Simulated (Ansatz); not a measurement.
**Pressure series in NaF**

Take NaF in the rock salt structure (space group Fm-3m, No. 225; a = 4.595 Å) as the base.

Cell and atoms are relaxed at each pressure.

Computed with r2SCAN (Ansatz, an electronic-structure program; PAW; 500 eV plane waves; no spin-orbit coupling).

```csv
pressure (GPa),band gap (eV)
-2,7.05
-1,7.17
0,7.28
0.9,7.38
2.1,7.49
4.5,?
9,8.06
15,8.46
```

Fit E_g = E₀ + αP + βP² to the rows shown and predict the withheld row.

Least squares on the printed values gives E₀ = 7.28 eV, α = 103 meV/GPa, β = -1.7 meV/GPa² (largest residual 0.01 eV); this predicts 7.71 eV, and the run gives 7.71 eV, in agreement.

Load acts through the strain it causes; cell and atoms are relaxed under it. Whether these cells are dynamically stable was not tested. Competing high-pressure phases were not computed.
